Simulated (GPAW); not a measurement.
# C (P6_3/mmc) in GPAW: a series of runs, part 2 of 2

GPAW 26.7.0.

### 3 Single point, TB-mBJ

The COD entry that gives the cell may itself be a prediction, so a difference from it is no test against experiment.

File run.py:

```python
from ase.dft.bandgap import bandgap
from ase.io import write
from ase.spacegroup import crystal
from gpaw import GPAW, PW

# C 4f
# C 4e
atoms = crystal(['C', 'C'],
                basis=[[0.6666666667, 0.3333333333, 0.84375],
                       [0.0, 0.0, 0.90625]],
                spacegroup=194, setting=1,  # P6_3/mmc
                cellpar=[2.5221, 2.5221, 8.2371, 90.0, 90.0, 120.0],
                primitive_cell=True)

calc = GPAW(mode=PW(800),
            xc='TB09',
            kpts={'size': (7, 7, 2), 'gamma': True},
            occupations={'name': 'fermi-dirac', 'width': 0.05},
            nbands=32,
            convergence={'density': 1e-05, 'energy': 1e-05},
            eigensolver='cg',
            maxiter=150,
            txt='gpaw.txt')
atoms.calc = calc
energy = atoms.get_potential_energy()
calc.write('gs.gpw')
write('result.traj', atoms)
print('Fermi level:', round(calc.get_fermi_level(), 4), 'eV')
print(f'Gap: {bandgap(calc)[0]:.4f} eV, direct: {bandgap(calc, direct=True)[0]:.4f} eV')
```

Potentials or basis: GPAW PAW data sets for LDA (gpaw-data 1.2.1), pw.

Started as:

```
OMP_NUM_THREADS=1 python run.py
```

gpaw.txt:

```text
___ ___ ___ _ _ _
 |   |   |_  | | | |
 | | | | | . | | | |
 |__ |  _|___|_____|  26.7.0
 |___|_|

Input parameters:
  convergence: {density: 1e-05,
                energy: 1e-05}
  eigensolver: cg
  kpts: {gamma: True,
         size: (7, 7, 2)}
  maxiter: 150
  mode: {ecut: 800.0,
         name: pw}
  nbands: 32
  occupations: {name: fermi-dirac,
                width: 0.05}
  xc: TB09

System changes: positions, numbers, cell, pbc, initial_charges, initial_magmoms

Initialize ...

species:
  C:
    name:    Carbon
    Z:       6.0
    valence: 4
    core:    2
    charge:  0.0  # [|e|]
    compensation charges:
      type: gauss
      rc: 0.20  # [Å]
      lmax: 2
    cutoffs:
      filter: 1.14  # [Å]
      core: 1.14  # [Å]
    projectors
    | kind |    occ | energy [eV] | rcut [Å] |
    |------|--------|-------------|----------|
    |   2s |  2.000 |     -13.639 |    0.635 |
    |   2p |  2.000 |      -5.414 |    0.635 |
    |    s |        |      13.573 |    0.635 |
    |    p |        |      21.797 |    0.635 |
    |    d |        |       0.000 |    0.635 |

    Using partial waves for C as LCAO basis

Reference energy: -8150.420302  # eV

Spin-paired calculation

Convergence criteria:
 Maximum [total energy] change in last 3 cyles: 1e-05 eV / valence electron
 Maximum integral of absolute [dens]ity change: 1e-05 electrons / valence electron
 Maximum integral of absolute [eigenst]ate change: 4e-08 eV^2 / valence electron
 Maximum number of scf [iter]ations: 150
 (Square brackets indicate name in SCF output, whereas a 'c' in
 the SCF output indicates the quantity has converged.)

Symmetries present (total): 12

  ( 1  1  0)  ( 1  1  0)  ( 1  0  0)  ( 1  0  0)  ( 0  1  0)  ( 0  1  0)
  ( 0 -1  0)  (-1  0  0)  ( 0  1  0)  (-1 -1  0)  ( 1  0  0)  (-1 -1  0)
  ( 0  0  1)  ( 0  0 -1)  ( 0  0  1)  ( 0  0 -1)  ( 0  0 -1)  ( 0  0  1)

  ( 0 -1  0)  ( 0 -1  0)  (-1  0  0)  (-1  0  0)  (-1 -1  0)  (-1 -1  0)
  ( 1  1  0)  (-1  0  0)  ( 1  1  0)  ( 0 -1  0)  ( 1  0  0)  ( 0  1  0)
  ( 0  0 -1)  ( 0  0  1)  ( 0  0  1)  ( 0  0 -1)  ( 0  0  1)  ( 0  0 -1)

98 k-points: 7 x 7 x 2 Monkhorst-Pack grid + [0.000000,0.000000,1/4]
16 k-points in the irreducible part of the Brillouin zone
       k-points in crystal coordinates                weights
   0:     0.00000000    0.00000000    0.00000000          1/98
   1:     0.00000000    0.00000000    0.50000000          1/98
   2:     0.14285714    0.00000000    0.00000000          6/98
   3:     0.14285714    0.00000000    0.50000000          6/98
   4:     0.28571429   -0.14285714    0.00000000          6/98
   5:     0.28571429   -0.14285714    0.50000000          6/98
   6:     0.28571429    0.00000000    0.00000000          6/98
   7:     0.28571429    0.00000000    0.50000000          6/98
   8:     0.42857143   -0.14285714    0.00000000         12/98
   9:     0.42857143   -0.14285714    0.50000000         12/98
          ...
  15:     0.42857143    0.42857143    0.50000000          6/98

Wave functions: Plane wave expansion
  Cutoff energy: 800.000 eV
  Number of coefficients (min, max): 2316, 2346
  Pulay-stress correction: 0.000000 eV/Ang^3 (de/decut=0.000000)
  Using FFTW library
  ScaLapack parameters: grid=1x1, blocksize=None
  Wavefunction extrapolation:
    Improved wavefunction reuse through dual PAW basis

Occupation numbers: Fermi-Dirac:
  width: 0.0500  # eV

Eigensolver
   CG(niter=4, rtol=3.0e-01)

Densities:
  Coarse grid: 18*18*54 grid
  Fine grid: 36*36*108 grid
  Total Charge: 0.000000

Density mixing:
  Method: separate
  Backend: msr1
  Linear mixing parameter: 0.05
  old densities: 10
  Width of damping distribution: 1.1
  Damping of long wavelength oscillations: 20

Hamiltonian:
  XC and Coulomb potentials evaluated on a 36*36*108 grid
  Using the TB09 Exchange-Correlation functional
  External potential:
    NoExternalPotential

XC parameters: TB09 with 2 nearest neighbor stencil

Number of atoms: 8
Number of atomic orbitals: 32
Number of bands in calculation: 32
Number of valence electrons: 32
Bands to converge: occupied

... initialized

Initializing position-dependent things.

Density initialized from atomic densities
Creating initial wave functions:
  32 bands from LCAO basis set

       C
           C
           C
       C

       CC

        C
       C

Atomic positions and initial magnetic moments

Positions:
   0 C      1.261050    0.728068    6.950053    ( 0.0000,  0.0000,  0.0000)
   1 C     -0.000000    1.456135    2.831503    ( 0.0000,  0.0000,  0.0000)
   2 C     -0.000000    1.456135    1.287047    ( 0.0000,  0.0000,  0.0000)
   3 C      1.261050    0.728068    5.405597    ( 0.0000,  0.0000,  0.0000)
   4 C      0.000000    0.000000    7.464872    ( 0.0000,  0.0000,  0.0000)
   5 C      0.000000    0.000000    3.346322    ( 0.0000,  0.0000,  0.0000)
   6 C      0.000000    0.000000    0.772228    ( 0.0000,  0.0000,  0.0000)
   7 C      0.000000    0.000000    4.890778    ( 0.0000,  0.0000,  0.0000)

Unit cell:
           periodic     x           y           z      points  spacing
  1. axis:    yes    2.522100    0.000000    0.000000    18     0.1213
  2. axis:    yes   -1.261050    2.184203    0.000000    18     0.1213
  3. axis:    yes    0.000000    0.000000    8.237100    54     0.1525

  Lengths:   2.522100   2.522100   8.237100
  Angles:   90.000000  90.000000 120.000000

Effective grid spacing dv^(1/3) = 0.1374

iter:   1  1027.121872
iter:   2  1019.463437   +0.65  -0.87
iter:   3  1019.674435   -0.19  -0.82
iter:   4  1022.290345   -0.61  -0.81
iter:   5  1027.355948   -0.73  -0.90
iter:   6  1037.225250   -0.84  -1.04
iter:   7  1033.928774   -0.12  -1.55
iter:   8  1034.034810   -1.16  -1.68
iter:   9  1034.298743   -1.99  -1.69
iter:  10  1034.776726   -2.48  -1.74
iter:  11  1036.006279   -2.02  -1.85
iter:  12  1036.496207   -2.09  -2.24
iter:  13  1036.849221   -2.35  -2.62
iter:  14  1036.784658   -3.41  -3.30
iter:  15  1036.816440   -4.04  -3.37
iter:  16  1036.841671   -4.69  -3.55
iter:  17  1036.840421   -4.99  -3.99
iter:  18  1036.847243   -5.65  -4.11
iter:  19  1036.848631   -5.84  -4.81
iter:  20  1036.850564   -6.63  -4.73
iter:  21  1036.850030   -7.04  -5.26c
iter:  22  1036.850250   -7.54c -5.19c
iter:  23  1036.849733   -8.17c -5.31c
iter:  24  1036.850124   -8.45c -5.17c
iter:  25  1036.849909   -8.68c -5.31c
iter:  26  1036.849992c  -9.07c -5.53c

Converged after 26 iterations.

Dipole moment: (-0.000000, 0.000000, -0.000000) |e|*Ang

Energy contributions relative to reference atoms: (reference = -8150.420302)

Kinetic:        +28.895633
Potential:      -21.565502
External:        +0.000000
XC:            +1029.596342
Entropy (-ST):   -0.000000
Local:           -0.076481
SIC:             +0.000000
--------------------------
Free energy:   +1036.849992
Extrapolated:  +1036.849992

Showing only first 2 kpts
 Kpt  Band  Eigenvalues  Occupancy
  0    14     11.92277    2.00000
  0    15     11.92277    2.00000
  0    16     18.12441    0.00000
  0    17     18.12442    0.00000

  1    14     11.28815    2.00000
  1    15     11.28815    2.00000
  1    16     18.89755    0.00000
  1    17     18.89755    0.00000

Fermi level: 13.19644

Gap: 5.217 eV
Transition (v -> c):
  (s=0, k=0, n=15, [0.00, 0.00, 0.00]) -> (s=0, k=10, n=16, [0.43, 0.00, 0.00])
Direct/indirect transitions are different
Direct gap: 6.202 eV
Transition at: (s=0, k=0, n=15, [0.00, 0.00, 0.00])
Writing to gs.gpw (mode='')
```

It took 75 s on 1 thread of Intel Xeon Platinum 8488C (Sapphire Rapids), shared host; peak memory 0.22 GiB.

Results:

```yaml
Band_gap_on_the_k_mesh: 5.22 eV, indirect (least direct gap 6.20 eV)
```

Caveat: the k mesh is coarse; a model potential gives levels but no total energy; the PAW data sets were made with another functional, which shifts forces and pressure a little; an odd mesh through Γ misses points on the zone boundary, where band edges often lie.

### 4 Equation of state, vdW-DF-cx

File run.py:

```python
from ase.eos import EquationOfState
from ase.io import Trajectory, read
from ase.units import GPa
from gpaw import GPAW, PW

atoms = read('C.xyz')

traj = Trajectory('eos.traj', 'w')
volumes, energies = [], []
for x in [0.94, 0.96, 0.98, 1.0, 1.02, 1.04, 1.06]:
    a = atoms.copy()
    a.set_cell(atoms.cell * x**(1 / 3), scale_atoms=True)
    calc = GPAW(mode=PW(800),
                xc={'name': 'vdW-DF-cx', 'backend': 'libvdwxc'},
                kpts={'size': (7, 7, 2), 'gamma': True},
                occupations={'name': 'fermi-dirac', 'width': 0.05},
                nbands=32,
                convergence={'density': 1e-05, 'energy': 1e-05},
                maxiter=150,
                txt=f'eos-{x:.2f}.txt')
    a.calc = calc
    energies.append(a.get_potential_energy(force_consistent=True))
    volumes.append(a.get_volume())
    calc.write(f'eos-{x:.2f}.gpw')
    traj.write(a)
    print(f'{x:.2f} {volumes[-1]:10.4f} A^3 {energies[-1]:14.6f} eV', flush=True)

v0, e0, B = EquationOfState(volumes, energies, eos='birchmurnaghan').fit()
print(f'V0 = {v0:.4f} A^3, E0 = {e0:.6f} eV, B0 = {B / GPa:.2f} GPa')
```

File C.xyz:

```xyz
8
Lattice="2.5221000000 0.0000000000 0.0000000000 -1.2610500000 2.1842026709 0.0000000000 0.0000000000 0.0000000000 8.2371000000" Properties=species:S:1:pos:R:3 pbc="T T T"
C      1.2610500001      0.7280675569      6.9500531250
C     -0.0000000001      1.4561351140      2.8315031250
C      1.2610500001      0.7280675569      5.4055968750
C     -0.0000000001      1.4561351140      1.2870468750
C      0.0000000000      0.0000000000      7.4648718750
C      0.0000000000      0.0000000000      3.3463218750
C      0.0000000000      0.0000000000      4.8907781250
C      0.0000000000      0.0000000000      0.7722281250
```

Potentials or basis: GPAW PAW data sets (gpaw-data 1.2.1), pw.

Started as:

```
OMP_NUM_THREADS=1 python run.py
```

Run time: 3.6 min. Hardware: 1 thread of Intel Xeon Platinum 8488C (Sapphire Rapids), shared host; peak memory 0.32 GiB.

It converged, with:

| Quantity | Value |
| --- | --- |
| Equilibrium volume | 5.68 Å³/atom |
| Bulk modulus at fixed shape and positions | 439 GPa |
| Pressure derivative of the bulk modulus | 3.7 |

Energy against volume, from the lowest point:
```csv
volume (Å³/atom),energy (meV/atom)
5.332,32.69
5.445,14.47
5.559,3.77
5.672,0.00
5.785,2.51
5.899,10.67
6.012,24.08
```

Caveat: the k mesh is coarse (spacing up to 0.41 Å⁻¹), so the values aren't converged; the cell was scaled at fixed shape and fractional positions, which overstates the stiffness of a crystal with free parameters, most of all of layers and chains; the PAW data sets were made with another functional, which shifts forces and pressure a little.

### 5 Overview

| task | level | potentials or basis | band path | band points | gap on the mesh (eV) |
| --- | --- | --- | --- | --- | --- |
| band structure | AM05 | PAW data sets generated in the run's folder for this functional, pw | GMKGALHA,LM,KH | 100 | 4.29 |
| single point | TB-mBJ | GPAW PAW data sets for LDA (gpaw-data 1.2.1), pw | - | - | 5.22 |
| equation of state | vdW-DF-cx | GPAW PAW data sets (gpaw-data 1.2.1), pw | - | - | - |

Alike in all rows: no spin polarisation; cell as given; k mesh 7 × 7 × 2; cutoff (eV) 800; smearing fermi-dirac 0.05 eV; the mesh is coarse, so values aren't converged.

Caveats: some runs use coarse meshes; the PAW data sets were made with another functional, which shifts forces and pressure a little (some runs); a model potential gives levels but no total energy (some runs); an odd mesh through Γ misses points on the zone boundary, where band edges often lie (some runs); the cell was scaled at fixed shape and fractional positions, which overstates the stiffness of a crystal with free parameters, most of all of layers and chains (some runs).

Total energies depend on the potentials used, so only differences within one code and one set of settings carry meaning.
